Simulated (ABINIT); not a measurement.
The system is CdSe.

```
Cd Se
1.0
     0.00000    3.07027    3.07027
     3.07027    0.00000    3.07027
     3.07027    3.07027    0.00000
Cd Se
1 1
Cartesian
  0.0000 0.0000 0.0000
  1.5351 1.5351 1.5351
```

Measurements of this composition are mostly on another form, of space group No. 186.

Base run:

```yaml
Program: ABINIT 10.8.3 (patched build)
Functional: HSE06
Potentials_or_basis: SG15 NC PBE v1.2
Cutoff: 490 eV
k_mesh: 6 × 6 × 6
Occupations: fixed
Spin: no spin polarisation
```

Its results: band gap on the k mesh 1.21 eV, direct; pressure -0.4 GPa.

Q: The run is repeated on the same cell with these changes: functional from HSE06 to PBE. What comes out?

A: Band gap on the k mesh 0.54 eV, direct; pressure 1.3 GPa.

HSE06 gives the wider gap, since exact exchange removes part of the self-interaction.

Caveats: Libxc's HSE differs a little from that of other programs (some runs); the potentials were made for another functional, which shifts forces and pressure (some runs).

